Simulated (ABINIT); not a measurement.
The system is SnO2.

```
Sn O
1.0
     1.61709    0.93363    4.80059
    -1.61709    0.93363    4.80059
     0.00000   -1.86726    4.80059
Sn O
1 2
Direct
  0.50000 0.50000 0.50000
  0.76283 0.76283 0.76283
  0.23717 0.23717 0.23717
```

Measurements of this composition are mostly on another form, of space group No. 136.

* Program: ABINIT 10.8.3 (patched build)
* Task: relaxation of cell and atoms
* Functional: LDA
* Potentials or basis: PseudoDojo NC SR LDA v0.4.1 standard
* Cutoff: 1143 eV
* k mesh: 8 × 8 × 8
* Occupations: fermi-dirac, width 0.05 eV
* Spin: no spin polarisation

At the start: pressure -8.7 GPa; volume 14.50 Å³/atom.

Question: Where does the relaxation end?

Answer: Over 15 steps the energy falls by 44.3 meV/atom and the volume is 12.11 Å³/atom (-16.5 %); space group R-3m (No. 166, to 0.05 Å).

Step by step:
```csv
step,energy change (eV),largest force (eV/Å),pressure (GPa),volume (Å³)
1,0.0000,0.6558,-8.70,43.49
2,-0.0543,0.2982,-4.43,42.34
3,-0.0707,0.0891,0.18,41.24
4,-0.0718,0.0770,-0.13,41.26
5,-0.0804,0.1002,-1.59,40.98
6,-0.0871,0.2047,-1.90,40.35
7,-0.0950,0.3789,-1.35,39.18
8,-0.1015,0.5269,-0.12,37.78
9,-0.1071,0.5686,1.41,36.42
10,-0.1178,0.4124,2.20,35.61
11,-0.1325,0.0020,0.49,36.05
12,-0.1328,0.0068,0.07,36.31
13,-0.1328,0.0036,0.03,36.32
14,-0.1328,0.0016,0.02,36.31
15,-0.1328,0.0002,0.00,36.32
```

Final structure:
```
Sn O
1.0
     1.60760    0.92815    4.05638
    -1.60760    0.92815    4.05638
     0.00000   -1.85630    4.05638
Sn O
1 2
Direct
  0.50000 0.50000 0.50000
  0.75457 0.75457 0.75457
  0.24543 0.24543 0.24543
```

Caveat: the volume moved by over 15 % at a fixed basis, so the end points are rough.
